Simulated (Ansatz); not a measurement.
**Structure types of Ta at zero pressure**

Structure types of Ta are relaxed in primitive cells with their symmetry kept at 0 GPa, first on PAW files, then by LAPW. The enthalpy is E + pV at zero temperature, without zero-point motion. Only the types listed were tried, and differences under about 5 meV/atom are mesh noise.

Level of theory: DFT with PBE, scalar-relativistic, in Ansatz 0.2.0; Fermi–Dirac smearing of 0.05 eV, no spin polarisation. LAPW: all electrons, basis error target 0.5 meV/atom; PAW: frozen-core files, cutoff 420 eV.

k meshes: fcc 17×17×17, bcc 17×17×17, hcp 16×16×9.

Spin–orbit coupling is left out, which matters for the heavy atoms.

Question: Order the types by LAPW enthalpy, lowest first.
A. fcc
B. hcp
C. bcc

Answer: C (0 meV/atom), A (240 meV/atom), B (282 meV/atom).

| start type | ends as | a, b, c (Å) | V (Å³/atom) | H − H(lowest), LAPW (meV/atom) | same, PAW |
| --- | --- | --- | --- | --- | --- |
| fcc | fcc, Fm-3m | 4.223, 4.223, 4.223 | 18.82 | 239.7 | 239.1 |
| bcc | bcc, Im-3m | 3.319, 3.319, 3.319 | 18.28 | 0.0 | 0.0 |
| hcp | hcp, P6_3/mmc | 2.902, 2.902, 5.138 | 18.74 | 281.6 | 281.6 |
